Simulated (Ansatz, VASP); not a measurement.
## Hf: VASP beside Ansatz

File INCAR:

```
  PREC = Accurate
  ENCUT = 520
  EDIFF = 1E-6
  ISMEAR = -1
  SIGMA = 0.05
  LREAL = F
  LASPH = T
  NELM = 80
  ALGO = Normal
  ISIF = 2
  LWAVE = F
  LCHARG = T
  GGA = PE
  LELF = T
  LVHAR = T
  NBANDS = 17
```

File KPOINTS:

```
regular mesh
0
Gamma
  13 13 7
```

File POSCAR:

```
Hf
1.0
    3.1319965898      0.0000000000      0.0000000000
   -1.5659982949      2.7123886113      0.0000000000
    0.0000000000      0.0000000000      4.9554289314
Hf
2
Direct
    0.3333333333      0.6666666667      0.2500000000
    0.6666666667      0.3333333333      0.7500000000
```

Input for Ansatz:

```yaml
crystal:
  lattice:
    - [3.1319965898, 0.0, 0.0]
    - [-1.5659982949, 2.7123886113, 0.0]
    - [0.0, 0.0, 4.9554289314]
  atoms:
    - { symbol: Hf, position: [0.3333333333, 0.6666666667, 0.25] }
    - { symbol: Hf, position: [0.6666666667, 0.3333333333, 0.75] }
kpoints:
  mp_grid: { grid: [13, 13, 7] }
scf:
  occupations: { method: fermi_dirac, width: 0.05 }
hamiltonian:
  xc: pbe
  pseudopotentials: { kind: all_electron, lapw: { basis_error: 0.0005 } }
output:
  forces: true
  stress: true
  eigenvalues: true
```

Change from the starting cell: volume scaled by 0.9405.

Alike in both runs: task single point; functional PBE; k mesh 13 × 13 × 7; occupations fermi-dirac, width 0.05 eV; no spin polarisation.

```csv
,VASP,Ansatz
version,VASP 6.6.1,Ansatz 0.2.0
potentials or method,"VASP PAW PBE potentials, release 64 (Hf_pv)","all-electron LAPW, scalar-relativistic"
plane-wave cutoff (eV),520,see its input
```

Ansatz gave:

| Quantity | Value |
| --- | --- |
| pressure (GPa) | 8.3 |
| largest component of the traceless stress (GPa) | 0.27 |

Estimate VASP's values.

pressure (GPa): 7.8; largest component of the traceless stress (GPa): 0.18.

Ansatz ran all-electron here, so the differences hold the error of VASP's frozen core and of both bases.

The runs have no spin-orbit coupling, so splittings on Hf are missing.
